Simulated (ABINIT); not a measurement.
# TiCo (Pm-3m) in ABINIT: a series of runs

One crystal, TiCo, is run at these levels: LDA, PBE, RPBE; tasks: band structure.

All numbers are computed with ABINIT 10.8.3 (patched build); they aren't measurements. Logs are shortened: lines on timing, memory, paths and dates and some standing lists are left out, and cuts for length are marked. The log counts tension as positive stress, the text compression.

## (1) The crystal as given

It takes space group Pm-3m (No. 221, cubic). Conventional cell: a = 2.986 Å, b = 2.986 Å, c = 2.986 Å, α = 90.00°, β = 90.00°, γ = 90.00°. Around Co (site symmetry m-3m) lie 8 Ti at 2.59 Å. Ti (site symmetry m-3m) is surrounded by 8 Co at 2.59 Å.

The cell comes from a database or a generator and needn't be the stable form of this composition.

## (2) Band structure, LDA, collinear spin, ferromagnetic start

run.abi

```
ndtset 2

pp_dirpath "./"
pseudos "Co.LDA_PW-JTH.xml, Ti.LDA_PW-JTH.xml"

acell 5.6429319488 5.6429319488 5.6429319488
rprim
     1.0000000000     0.0000000000     0.0000000000
     0.0000000000     1.0000000000     0.0000000000
     0.0000000000     0.0000000000     1.0000000000
ntypat 2
znucl 27 22
natom 2
typat 1 2
xred
     0.5000000000     0.5000000000     0.5000000000
     0.0000000000     0.0000000000     0.0000000000

ecut 544.227725 eV
pawecutdg 40.0

ixc 7

occopt 3
tsmear 0.05 eV

nsppol 2
spinat
     0.0000000000     0.0000000000     2.0000000000
     0.0000000000     0.0000000000     1.0000000000

nstep 100

iomode 3
prtwf 0
prteig 0
prtebands 0
enunit 1
prtden1 1

kptopt1 1
ngkpt1 9 9 9
nshiftk1 1
shiftk1 0.0 0.0 0.0
nband1 20
tolvrs1 1.0e-9

iscf2 -2
getden2 1
nband2 26
nbdbuf2 4
tolwfr2 1.0e-11
kptopt2 -5
ndivsm2 5
prteig2 1
kptbounds2
     0.0000000000     0.0000000000     0.0000000000
     0.0000000000     0.5000000000     0.0000000000
     0.5000000000     0.5000000000     0.0000000000
     0.0000000000     0.0000000000     0.0000000000
     0.5000000000     0.5000000000     0.5000000000
     0.0000000000     0.5000000000     0.0000000000
```

Potentials or basis: JTH PAW LDA v2.0.

Launch:

```console
> abinit run.abi > log 2>&1
```

run.abo:

```text
.Version 10.8.3 of ABINIT
 DATASET    1 : space group Pm -3 m (#221); Bravais cP (primitive cubic)
================================================================================
 Values of the parameters that define the memory need for DATASET  1.
     intxc =       0    ionmov =       0      iscf =      17    lmnmax =      18
     lnmax =       6     mgfft =      24  mpssoang =       3    mqgrid =    3001
     natom =       2  nloc_mem =       2    nspden =       2   nspinor =       1
    nsppol =       2      nsym =      48    n1xccc =       1    ntypat =       2
    occopt =       3   xclevel =       1
       mpw =         784          nfft =       13824          nkpt =          35
 PAW method is used; the additional fine FFT grid is defined by:
   mgfftf=        36    nfftf =     46656
================================================================================
================================================================================

 DATASET    2 : space group Pm -3 m (#221); Bravais cP (primitive cubic)
================================================================================
 Values of the parameters that define the memory need for DATASET  2.
     intxc =       0    ionmov =       0      iscf =      -2    lmnmax =      18
     lnmax =       6     mgfft =      24  mpssoang =       3    mqgrid =    3001
     natom =       2  nloc_mem =       2    nspden =       2   nspinor =       1
    nsppol =       2      nsym =      48    n1xccc =       1    ntypat =       2
    occopt =       3   xclevel =       1
       mpw =         784          nfft =       13824          nkpt =          34
 PAW method is used; the additional fine FFT grid is defined by:
   mgfftf=        36    nfftf =     46656
================================================================================
================================================================================

--------------------------------------------------------------------------------
------------- Echo of variables that govern the present computation ------------
--------------------------------------------------------------------------------
 -outvars: echo values of preprocessed input variables --------
            acell      5.6429319488E+00  5.6429319488E+00  5.6429319488E+00 Bohr
              amu      5.89332000E+01  4.78800000E+01
             ecut      2.00000000E+01 Hartree
           enunit           1
           getden1          0
           getden2          1
             iscf1         17
             iscf2         -2
              ixc           7
           jdtset        1    2
           kptopt1          1
           kptopt2         -5
         kptrlatt        9    0    0      0    9    0      0    0    9
          kptrlen1     5.07863875E+01
          kptrlen2     3.00000000E+01
            natom           2
            nband1         20
            nband2         26
           nbdbuf1          0
           nbdbuf2          4
           ndtset           2
           ndivsm1          0
           ndivsm2          5
            ngfft          24      24      24
          ngfftdg          36      36      36
             nkpt1         35
             nkpt2         34
           nspden           2
           nsppol           2
            nstep         100
             nsym          48
           ntypat           2
           occopt           3
        pawecutdg      4.00000000E+01 Hartree
        prtebands           0
           prteig1          0
           prteig2          1
            prtwf           0
           shiftk1     0.00000000E+00  0.00000000E+00  0.00000000E+00
           shiftk2     5.00000000E-01  5.00000000E-01  5.00000000E-01
          spgroup         221
           spinat      0.0000000000E+00  0.0000000000E+00  2.0000000000E+00
                       0.0000000000E+00  0.0000000000E+00  1.0000000000E+00
           tolvrs1     1.00000000E-09
           tolvrs2     0.00000000E+00
           tolwfr1     0.00000000E+00
           tolwfr2     1.00000000E-11
           tsmear      1.83746611E-03 Hartree
            typat      1  2
           useylm           1
[... 655 lines left out ...]
  3.99E-06  4.24E-05
 -3.0515E+00 -1.7177E+00 -1.7175E+00 -1.7175E+00 -1.6777E+00 -8.1218E-01
 -8.1099E-01 -8.1099E-01  1.2749E-01  2.7013E-01  2.7014E-01  3.5239E-01
[... 309 lines left out ...]
 -8.1073E-01 -8.1073E-01  2.5623E-01  2.6755E-01  3.2127E-01  3.4126E-01
  3.5003E-01  3.6021E-01  3.8448E-01  4.0806E-01  4.2420E-01  4.4389E-01
  4.8370E-01  5.4146E-01  8.9400E-01  9.2859E-01  9.6082E-01  9.7186E-01
  1.0298E+00  1.0641E+00
 Non-SCF case, kpt   34 (  0.00000  0.50000  0.00000), residuals and eigenvalues=
  5.87E-12  8.37E-12  6.72E-12  4.03E-12  7.07E-12  6.33E-12  3.18E-12  3.62E-12
  4.51E-12  8.34E-12  5.74E-12  4.94E-12  6.26E-12  3.21E-12  7.64E-12  2.73E-12
  7.44E-12  4.16E-12  6.24E-12  4.83E-12  3.62E-12  3.66E-12  7.55E-12  8.43E-12
  2.26E-09  1.74E-10
 -3.0514E+00 -1.7192E+00 -1.7175E+00 -1.7175E+00 -1.6759E+00 -8.2248E-01
 -8.1026E-01 -8.1026E-01  2.5447E-01  2.6368E-01  3.2242E-01  3.5071E-01
  3.5071E-01  3.6955E-01  3.7090E-01  4.1272E-01  4.2397E-01  4.2397E-01
  4.8176E-01  5.4149E-01  9.3309E-01  9.8033E-01  9.8033E-01  1.0018E+00
  1.0018E+00  1.0150E+00

--- !ResultsGS
iteration_state: {dtset: 2, }
comment   : Summary of ground state results
lattice_vectors:
- [  5.6429319,   0.0000000,   0.0000000, ]
- [  0.0000000,   5.6429319,   0.0000000, ]
- [  0.0000000,   0.0000000,   5.6429319, ]
lattice_lengths: [   5.64293,    5.64293,    5.64293, ]
lattice_angles: [ 90.000,  90.000,  90.000, ] # degrees, (23, 13, 12)
lattice_volume:   1.7968608E+02
convergence: {deltae:  0.000E+00, res2:  0.000E+00, residm:  9.966E-12, diffor:  0.000E+00, }
etotal    :  -2.05294114E+02
entropy   :   0.00000000E+00
fermie    :   4.00982435E-01
cartesian_stress_tensor: null
pressure_GPa: null
xred      :
- [  5.0000E-01,   5.0000E-01,   5.0000E-01, Co]
- [  0.0000E+00,   0.0000E+00,   0.0000E+00, Ti]
cartesian_forces: null
force_length_stats: {min: null, max: null, mean: null, }
...

 Integrated electronic and magnetization densities in atomic spheres:
 ------------------------------------------------------------------------------------------------------------
 Radius=ratsph(iatom), smearing ratsm=  0.0000. Diff(up-dn)=approximate z local magnetic moment.
    Atom    Radius    up_density   dn_density  Total(up+dn)  Diff(up-dn)
    1 Co   2.10903     8.062005     7.542136     15.604141     0.519869
    2 Ti   2.30803     5.096951     5.117480     10.214431    -0.020528
 ------------------------------------------------------------------------------------------------------------
  Sum:                13.158956    12.659615     25.818572     0.499341
 Total magnetization (from the atomic spheres):                0.499341
 Total magnetization (exact up - dn):                          0.479901

================================================================================

 ----iterations are completed or convergence reached----

 Mean square residual over all n,k,spin=   52.896E-13; max=  99.663E-13
 reduced coordinates (array xred) for    2 atoms
       0.500000000000      0.500000000000      0.500000000000
       0.000000000000      0.000000000000      0.000000000000

 cartesian coordinates (angstrom) at end:
    1      1.49305549397780     1.49305549397780     1.49305549397780
    2      0.00000000000000     0.00000000000000     0.00000000000000
 length scales=  5.642931948800  5.642931948800  5.642931948800 bohr
              =  2.986110987956  2.986110987956  2.986110987956 angstroms
 Eigenvalues (   eV  ) for nkpt=  34  k points, SPIN UP:
 kpt#   1, nband= 26, wtk=  1.00000, kpt=  0.0000  0.0000  0.0000 (reduced coord)
 -83.62054  -47.30291  -47.30291  -47.30291  -45.64487  -22.05635  -22.05635  -22.05635
   3.24162    6.96416    6.96416    9.26039    9.26039    9.26039   11.52923   11.52923
  13.60680   13.60680   13.60680   19.81555   19.81555   19.81555   26.36935   26.36935
  30.06095   31.91507
 kpt#   2, nband= 26, wtk=  1.00000, kpt=  0.0000  0.1000  0.0000 (reduced coord)
 -83.62041  -47.30685  -47.30285  -47.30285  -45.64036  -22.08658  -22.05426  -22.05426
   3.44057    7.04848    7.05394    9.24656    9.24656    9.29444   11.43358   11.56589
  13.34173   13.34173   13.56425   18.91188   20.27632   20.27632   26.27130   26.89691
  30.69894   31.38296
 kpt#   3, nband= 26, wtk=  1.00000, kpt=  0.0000  0.2000  0.0000 (reduced coord)
 -83.62005  -47.31619  -47.30270  -47.30270  -45.62860  -22.16510  -22.04877  -22.04877
   4.01598    7.27878    7.29047    9.21508    9.21508    9.38687   11.16012   11.62004
  12.74921   12.74921   13.44939   17.17074   21.45858   21.45858   25.99515   27.38725
  30.47126   31.76872
 kpt#   4, nband= 26, wtk=  1.00000, kpt=  0.0000  0.3000  0.0000 (reduced coord)
 -83.61958  -47.32726  -47.30216  -47.30216  -45.61413  -22.26096  -22.04198  -22.04198
[... 138 lines left out ...]
 kpt#  32, nband= 26, wtk=  1.00000, kpt=  0.1429  0.5000  0.1429 (reduced coord)
 -83.61848  -47.33442  -47.30586  -47.30526  -45.59120  -22.34839  -22.08286  -22.08279
   6.97392    7.46743    8.20652    8.70713    9.07451    9.26680   10.48440   11.02771
  11.42947   12.94777   13.20721   14.81713   22.96289   23.47942   24.64099   24.97916
  29.84273   30.01306
 kpt#  33, nband= 26, wtk=  1.00000, kpt=  0.0714  0.5000  0.0714 (reduced coord)
 -83.61892  -47.33823  -47.30295  -47.30280  -45.59632  -22.36167  -22.04715  -22.04713
   6.81601    7.26110    8.22111    8.98592    9.18964    9.44635   10.42425   10.59410
  11.51814   12.00593   13.15435   14.74927   24.17589   25.20134   26.08575   26.39931
  27.91680   28.90804
 kpt#  34, nband= 26, wtk=  1.00000, kpt=  0.0000  0.5000  0.0000 (reduced coord)
 -83.61910  -47.34023  -47.30247  -47.30247  -45.59803  -22.36662  -22.03437  -22.03437
   6.76299    7.17540    8.23105    9.17169    9.17169    9.65729   10.12603   10.69164
  11.54091   11.54091   13.11950   14.75086   25.20101   26.59832   26.59832   27.19539
  27.19539   27.58375
 Eigenvalues (   eV  ) for nkpt=  34  k points, SPIN DOWN:
 kpt#   1, nband= 26, wtk=  1.00000, kpt=  0.0000  0.0000  0.0000 (reduced coord)
 -83.03469  -46.73551  -46.73551  -46.73551  -45.65807  -22.07017  -22.07017  -22.07017
   3.26994    7.25940    7.25940    9.60195    9.60195    9.60195   11.78610   11.78610
  13.65937   13.65937   13.65937   19.85935   19.85935   19.85935   26.49378   26.49378
  30.14392   31.89993
 kpt#   2, nband= 26, wtk=  1.00000, kpt=  0.0000  0.1000  0.0000 (reduced coord)
 -83.03455  -46.74028  -46.73544  -46.73544  -45.65279  -22.10045  -22.06808  -22.06808
   3.46908    7.35057    7.35091    9.58909    9.58909    9.63994   11.67929   11.82575
  13.38921   13.38921   13.61235   18.96359   20.32414   20.32414   26.40253   27.00700
  30.78111   31.36370
 kpt#   3, nband= 26, wtk=  1.00000, kpt=  0.0000  0.2000  0.0000 (reduced coord)
 -83.03418  -46.75172  -46.73526  -46.73526  -45.63908  -22.17909  -22.06261  -22.06261
   4.04534    7.57334    7.61655    9.56135    9.56135    9.74382   11.37163   11.89798
  12.78477   12.78477   13.48465   17.22395   21.51452   21.51452   26.14403   27.47316
  30.45280   31.78382
 kpt#   4, nband= 26, wtk=  1.00000, kpt=  0.0000  0.3000  0.0000 (reduced coord)
 -83.03370  -46.76523  -46.73469  -46.73469  -45.62236  -22.27510  -22.05583  -22.05583
[... 139 lines left out ...]
 -83.03258  -46.77247  -46.73850  -46.73788  -45.59956  -22.36268  -22.09679  -22.09677
   7.11674    7.54938    8.67197    8.97967    9.40130    9.49848   11.01289   11.09238
  11.53139   13.04277   13.25330   14.80972   23.09059   23.55268   24.69676   25.01723
  29.89213   30.10990
 kpt#  33, nband= 26, wtk=  1.00000, kpt=  0.0714  0.5000  0.0714 (reduced coord)
 -83.03302  -46.77807  -46.73548  -46.73533  -45.60292  -22.37596  -22.06104  -22.06103
   6.97249    7.28044    8.74213    9.28610    9.52485    9.80183   10.46230   11.10377
  11.54312   12.07898   13.16207   14.73391   24.32701   25.26833   26.14528   26.44568
  28.02186   28.95630
 kpt#  34, nband= 26, wtk=  1.00000, kpt=  0.0000  0.5000  0.0000 (reduced coord)
 -83.03320  -46.78077  -46.73497  -46.73497  -45.60394  -22.38092  -22.04824  -22.04824
   6.92436    7.17523    8.77346    9.54334    9.54334   10.05602   10.09278   11.23064
  11.53684   11.53684   13.10941   14.73456   25.39073   26.67601   26.67601   27.26020
  27.26020   27.61977

== END DATASET(S) ==============================================================
================================================================================

 -outvars: echo values of variables after computation  --------
            acell      5.6429319488E+00  5.6429319488E+00  5.6429319488E+00 Bohr
           etotal1    -2.0529411359E+02
            fcart1    -0.0000000000E+00 -0.0000000000E+00 -0.0000000000E+00
                      -0.0000000000E+00 -0.0000000000E+00 -0.0000000000E+00
           strten1     5.4585387380E-04  5.4585387380E-04  5.4585387380E-04
                       0.0000000000E+00  0.0000000000E+00  0.0000000000E+00
           xangst      1.4930554940E+00  1.4930554940E+00  1.4930554940E+00
                       0.0000000000E+00  0.0000000000E+00  0.0000000000E+00
             xred      5.0000000000E-01  5.0000000000E-01  5.0000000000E-01
                       0.0000000000E+00  0.0000000000E+00  0.0000000000E+00
 Calculation completed.
```

It took 80 s on 1 thread of Arm Neoverse V2, shared host; peak memory 0.11 GiB.

What came out:

* Free energy: -5586.3374 eV
* Band gap on the k mesh: none (metal or under the smearing width)
* Net moment: 0.48 μB per cell
* Site moments: Co +0.52; Ti -0.02 μB
* Valence electrons inside the program's atomic spheres: Co 15.60; Ti 10.21

Levels at the corners of the path, in eV from the Fermi level:
Spin up:
| point | band 11 | band 12 | band 13 | band 14 | band 15 | band 16 | band 17 | band 18 |
| --- | --- | --- | --- | --- | --- | --- | --- | --- |
| Γ | -3.95 | -1.65 | -1.65 | -1.65 | 0.62 | 0.62 | 2.70 | 2.70 |
| X | -2.68 | -1.74 | -1.74 | -1.25 | -0.79 | -0.22 | 0.63 | 0.63 |
| M | -2.56 | -2.56 | -0.99 | -0.45 | 0.68 | 0.68 | 1.15 | 2.52 |
| Γ | -3.95 | -1.65 | -1.65 | -1.65 | 0.62 | 0.62 | 2.70 | 2.70 |
| R | -2.58 | -2.10 | -2.10 | -2.10 | -0.96 | -0.96 | 3.13 | 3.13 |
| X | -2.68 | -1.74 | -1.74 | -1.25 | -0.79 | -0.22 | 0.63 | 0.63 |
Spin down:
| point | band 12 | band 13 | band 14 | band 15 | band 16 | band 17 |
| --- | --- | --- | --- | --- | --- | --- |
| Γ | -1.31 | -1.31 | -1.31 | 0.87 | 0.87 | 2.75 |
| X | -1.37 | -1.37 | -0.86 | -0.82 | 0.32 | 0.63 |
| M | -2.29 | -0.33 | 0.03 | 0.71 | 0.71 | 1.27 |
| Γ | -1.31 | -1.31 | -1.31 | 0.87 | 0.87 | 2.75 |
| R | -2.09 | -2.09 | -2.09 | -0.30 | -0.30 | 3.10 |
| X | -1.37 | -1.37 | -0.86 | -0.82 | 0.32 | 0.63 |

Caveat: the cutoff is too short for stress, so the log's stress isn't used; small starting moments can end in a higher magnetic state in this program.

[end of part 1 of 2]
